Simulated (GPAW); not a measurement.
# Sn (I4_1/amd) in GPAW: equation of state with r2SCAN

Aim: the equation of state of Sn with r2SCAN.

All numbers are computed with GPAW 26.7.0; they aren't measurements. Logs are shortened: lines on timing, memory, paths and dates and some standing lists are left out, and cuts for length are marked. The log counts tension as positive stress, the text compression.

### 1 The crystal as given

It takes space group I4_1/amd (No. 141, tetragonal). Conventional cell: a = 5.880 Å, b = 5.880 Å, c = 3.199 Å, α = 90.00°, β = 90.00°, γ = 90.00°. Sn (site symmetry -4m2) has 6 Sn at 3.05 to 3.20 Å as nearest neighbours.

### 2 Equation of state, r2SCAN

The input, run.py:

```python
from ase import Atoms
from ase.eos import EquationOfState
from ase.io import Trajectory
from ase.units import GPa
from ase.parallel import parprint
from gpaw import GPAW, PW

atoms = Atoms(['Sn', 'Sn'],
              cell=[[-2.9401404553, 2.9401404553, 1.5993019889],
                    [2.9401404553, -2.9401404553, 1.5993019889],
                    [2.9401404553, 2.9401404553, -1.5993019889]],
              scaled_positions=[[0.0, 0.0, 0.0],
                                [0.75, 0.25, 0.5]],
              pbc=True)

traj = Trajectory('eos.traj', 'w')
volumes, energies = [], []
for x in [0.94, 0.96, 0.98, 1.0, 1.02, 1.04, 1.06]:
    a = atoms.copy()
    a.set_cell(atoms.cell * x**(1 / 3), scale_atoms=True)
    calc = GPAW(mode=PW(600),
                xc='MGGA_X_R2SCAN+MGGA_C_R2SCAN',
                kpts={'size': (8, 8, 8), 'gamma': True},
                occupations={'name': 'fermi-dirac', 'width': 0.05},
                nbands=24,
                convergence={'density': 1e-05, 'energy': 1e-05},
                maxiter=150,
                txt=f'eos-{x:.2f}.txt')
    a.calc = calc
    energies.append(a.get_potential_energy(force_consistent=True))
    volumes.append(a.get_volume())
    p = -a.get_stress()[:3].mean() / GPa
    calc.write(f'eos-{x:.2f}.gpw')
    traj.write(a)
    parprint(f'{x:.2f} {volumes[-1]:10.4f} A^3 {energies[-1]:14.6f} eV {p:9.3f} GPa', flush=True)

v0, e0, B = EquationOfState(volumes, energies, eos='birchmurnaghan').fit()
parprint(f'V0 = {v0:.4f} A^3, E0 = {e0:.6f} eV, B0 = {B / GPa:.2f} GPa')
```

Potentials or basis: GPAW PAW data sets (gpaw-data 1.2.1), pw.

Run with:

```
OMP_NUM_THREADS=1 mpirun -n 4 gpaw python run.py
```

Standard output:

```text
__  _  _
 | _ |_)|_||  |
 |__||  | ||/\| - 26.7.0

Input parameters:
  mode=PW(ecut=600.0),
  convergence={'density': 1e-05, 'energy': 1e-05},
  kpts=MonkhorstPack(size=(8, 8, 8), gamma=True),
  maxiter=150,
  nbands=24,
  occupations=Occupations(name='fermi-dirac', width=0.05),
  xc=XC(name='MGGA_X_R2SCAN+MGGA_C_R2SCAN')

Diagonalizing LCAO Hamiltonian
Converting LCAO to pw mode

         Sn

       Sn

Atoms  # Å, Bohr magnetons
|   | symbol |        x |        y |        z |    initial magnetic moments |
|---|--------|----------|----------|----------|-----------------------------|
| 0 |     Sn | 0.000000 | 0.000000 | 0.000000 | ( 0.0000,  0.0000,  0.0000) |
| 1 |     Sn | 0.000000 | 2.880121 | 0.783327 | ( 0.0000,  0.0000,  0.0000) |

Unit cell  # Å
| periodic |         x |         y |         z |  lengths |     angles |
|----------|-----------|-----------|-----------|----------|------------|
|      yes | -2.880121 |  2.880121 |  1.566654 | 4.364011 |  97.404686 |
|      yes |  2.880121 | -2.880121 |  1.566654 | 4.364011 |  97.404686 |
|      yes |  2.880121 |  2.880121 | -1.566654 | 4.364011 | 137.923144 |

Number of symmetries: 8
Symmetry operations  # r_c * U_cc + t_c -> r_c
|   | kind |            matrix            |
|---|------|------------------------------|
| 0 |  σ   |  1, 1, 1,  0, 0,-1,  0,-1, 0 |
| 1 |  E   |  1, 0, 0,  0, 1, 0,  0, 0, 1 |
| 2 |  C2  |  0, 1, 0,  1, 0, 0, -1,-1,-1 |
| 3 |  S4  |  0, 0, 1, -1,-1,-1,  0, 1, 0 |
| 4 |  σ   |  0, 0,-1,  1, 1, 1, -1, 0, 0 |
| 5 |  C2  |  0,-1, 0, -1, 0, 0,  0, 0,-1 |
| 6 |  C2  | -1, 0, 0,  0,-1, 0,  1, 1, 1 |
| 7 |  S4  | -1,-1,-1,  0, 0, 1,  1, 0, 0 |

BZ-sampling:
  Number of BZ points: 512
  Number of IBZ points: 59

  Monkhorst-Pack size: [8, 8, 8]
  Monkhorst-Pack shift: [0.0625, 0.0625, 0.0625]

K-points  # in reciprocal-cell coordinates
|     |                                coordinates |     weight |
|-----|--------------------------------------------|------------|
|   0 | (  0.00000000,   0.00000000,   0.00000000) | 0.00195312 |
|   1 | (  0.12500000,  -0.12500000,   0.00000000) | 0.00781250 |
|   2 | (  0.12500000,  -0.12500000,   0.12500000) | 0.00781250 |
|   3 | (  0.12500000,   0.00000000,   0.00000000) | 0.01562500 |
|   4 | (  0.12500000,   0.12500000,  -0.12500000) | 0.00390625 |
|   5 | (  0.25000000,  -0.25000000,   0.00000000) | 0.00781250 |
|   6 | (  0.25000000,  -0.25000000,   0.12500000) | 0.01562500 |
|   7 | (  0.25000000,  -0.25000000,   0.25000000) | 0.00781250 |
|   8 | (  0.25000000,  -0.12500000,   0.00000000) | 0.03125000 |
|   9 | (  0.25000000,  -0.12500000,   0.12500000) | 0.01562500 |
| ... |                                            |            |
|  58 | (  0.50000000,   0.50000000,   0.50000000) | 0.00195312 |

Plane wave coefficients: 1763
Cutoff: 600.0 eV

Spin-components: 1 (collinear spins)
Bands:           24
Projectors:      12
Spin-degeneracy: 2
Datatype:        complex128

Parallelization:
  kpt:    4
  domain: 1
  band:   1

Density:
  Valence electrons: 28.0
  Components: 1
  Grid points: [25 25 25]
  Charge: 0.0  # |e|

Potential:
  Grid points: [25 25 25]

species:
  Sn:
    name:    Tin
    Z:       50.0
    valence: 14
    core:    36
    charge:  0.0  # [|e|]
    compensation charges:
      type: gauss
      rc: 0.38  # [Å]
      lmax: 2
    cutoffs:
      filter: 2.23  # [Å]
      core: 2.35  # [Å]
    projectors
    | kind |    occ | energy [eV] | rcut [Å] |
    |------|--------|-------------|----------|
    |   5s |  2.000 |     -10.538 |    1.201 |
    |   5p |  2.000 |      -3.696 |    1.270 |
    |   4d | 10.000 |     -25.845 |    1.185 |
    |    s |        |      16.674 |    1.201 |
    |    p |        |      23.515 |    1.270 |
    |    d |        |       1.367 |    1.185 |

    Using partial waves for Sn as LCAO basis

Reference energy: -336021.386614  # eV

eigensolver:
  PPCG
  Converge bands: occupied
  niter=2

density mixing:
  MSR1-Mixer
  Pratt-step length: 0.05
  Maximum mixing coefficient: 0.75
  Old densities: 10
  SVD Regularization: 0.005
  Good broyden scale: 1.0
  Trust region scale: 1.0
  Backstep threshold: 4.0
  History deletion threshold: 6.0
  Fourier metric: weight=20.0, sigma=0.015

occupation numbers:
  Fermi-Dirac:
    width: 0.0500  # eV

poisson solver:
  ecut: 4800.0  # eV

xc functional:
  name: MGGA_X_R2SCAN+MGGA_C_R2SCAN with 2 nearest neighbor stencil

convergence criteria:
- Maximum integral of absolute [dens]ity change: 1e-05 electrons / valence electron
- Maximum [total energy] change in last 3 cyles: 1e-05 eV / valence electron
- Maximum integral of absolute [eigenst]ate change: 4e-08 eV^2 / valence electron
maximum number of iterations: 150

SCF iterations
|iter     | |      energy | eigst |  dens |
|---------|-|-------------|-------|-------|
|iter:   1| |  -39.867824 | +0.03 |       |
|iter:   2| |  -37.122030 | -1.10 | -1.70 |
|iter:   3| |  -37.200945 | -2.09 | -1.66 |
|iter:   4| |  -37.198153 | -2.81 | -2.03 |
|iter:   5| |  -37.199363 | -4.23 | -2.15 |
|iter:   6| |  -37.200252 | -4.58 | -2.25 |
|iter:   7| |  -37.201603 | -4.29 | -2.41 |
|iter:   8| |  -37.201658 | -5.33 | -3.05 |
|iter:   9| |  -37.201661c| -6.74 | -3.76 |
|iter:  10| |  -37.201661c| -7.82c| -4.38 |
|iter:  11| |  -37.201661c| -8.61c| -5.65c|

Converged in 11 steps
Energy contributions relative to reference atoms: (reference = -336021.386614)

Energy contributions:
  Kinetic:          20.890425
  Coulomb:         -18.401129
  Zero:             -0.184744
  External:          0.000000
  Xc:              -39.501901
  Entropy:          -0.008625
  Spinorbit:         0.000000
  ----------------------------
  Free energy:     -37.205974
  Extrapolated:    -37.201661

dipole moment: (-16.203621, -3.160056, -5.266477)  # |e|*Ang

Fermi level: 7.547
Eigenvalues  # (at kpt = [0.000, 0.000, 0.000])
| band index |      eig [eV] | occ [0-2] |
|------------|---------------|-----------|
|          0 |       -14.890 |     2.000 |
|        ... |               |           |
|          6 |       -14.513 |     2.000 |
|          7 |       -14.513 |     2.000 |
|          8 |       -14.409 |     2.000 |
|          9 |       -14.288 |     2.000 |
|         10 |        -4.433 |     2.000 |
|         11 |         4.059 |     2.000 |
[... 8 lines left out ...]
|         20 |        18.784 |     0.000 |
|         21 |        19.710 |     0.000 |
|        ... |               |           |
|         23 |        19.875 |     0.000 |

No gap
No difference between direct/indirect transitions

Stress tensor  # eV/Ang^3
|         x |         y |         z |
|-----------|-----------|-----------|
| -0.017662 |  0.000000 |  0.000000 |
|  0.000000 | -0.017662 | -0.000000 |
|  0.000000 | -0.000000 | -0.032740 |

# Writing to eos-0.94.gpw (mode='')
```

It took 4.9 min on 4 MPI ranks of Arm Neoverse V2, shared host; peak memory 0.74 GiB.

What came out:

```
Equilibrium volume                        : 27.60 Å³/atom (rough: see the caveat)
Bulk modulus at fixed shape and positions : 53 GPa (rough)
```

Energy against volume, from the lowest point:
```csv
volume (Å³/atom),energy (meV/atom)
25.991,17.29
26.544,7.12
27.097,1.55
27.650,0.00
28.203,2.11
28.756,7.45
29.309,15.67
```

Caveat: the points scatter about the fit; the cell was scaled at fixed shape and fractional positions, which overstates the stiffness of a crystal with free parameters, most of all of layers and chains; the PAW data sets were made with another functional, which shifts forces and pressure a little.
